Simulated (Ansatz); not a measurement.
Method: Ansatz, DFT PBE, scalar-relativistic, plane waves, PAW. All cells share a 420 eV cutoff and Γ-centred k meshes spaced at most about 0.3 Å⁻¹ (2π included). No spin polarisation.

Temperature and zero-point effects are left out.

Problem. Order these relaxed structures of NaI by energy, lowest first, with the energy over the lowest of them.
A.

```
CELL_PARAMETERS angstrom
-2.21556 2.21556 8.88175
2.21556 -2.21556 8.88175
2.21556 2.21556 -8.88175
ATOMIC_POSITIONS crystal
Na 0.25000 0.75000 0.50000
Na 0.50000 0.50000 0.00000
I 0.75000 0.25000 0.50000
I 0.00000 0.00000 0.00000
```

B.

```
CELL_PARAMETERS angstrom
4.58560 0.00000 0.00000
-2.29280 3.97124 0.00000
0.00000 0.00000 15.28985
ATOMIC_POSITIONS crystal
Na 0.66667 0.33333 0.12355
Na 0.66667 0.33333 0.37645
Na 0.33333 0.66667 0.62355
Na 0.33333 0.66667 0.87645
I 0.00000 0.00000 0.00000
I 0.33333 0.66667 0.25000
I 0.00000 0.00000 0.50000
I 0.66667 0.33333 0.75000
```

C.

```
CELL_PARAMETERS angstrom
5.15075 0.00000 0.00000
-2.57538 4.46068 0.00000
0.00000 0.00000 7.97323
ATOMIC_POSITIONS crystal
Na 0.33333 0.66667 0.38161
Na 0.66667 0.33333 0.88161
I 0.33333 0.66667 0.99153
I 0.66667 0.33333 0.49153
```

Solution. B (0 meV/atom), C (37 meV/atom), A (112 meV/atom). Forms: B P6_3/mmc; C wurtzite type, P6_3mc; A I4_1/amd. Counting I atoms around Na (those within 1.25 times the shortest such distance or 1.15 times the sum of covalent radii, 1.27 where that leaves under three): B has Na 6; C has Na 4; A has Na 4. Origin: A, reached from a Materials Project cell; B and C, invented. Shaken at random and relaxed again, B came back. The lowest form computed isn't among them: it has the rock salt type, space group Fm-3m (No. 225), 34.8 Å³/atom, is reached from a cell as deposited in COD and lies 6 meV/atom below the best shown.

No dispersion correction is applied, so the spacing and binding between layers, chains or molecules are poorly described (I4_1/amd), and this can change margins and order among such cells. These runs have no spin–orbit coupling, which can matter for I. Cells without such a test can be saddle points. Some types were kept out of the candidates beforehand, so the set may lack a known form.
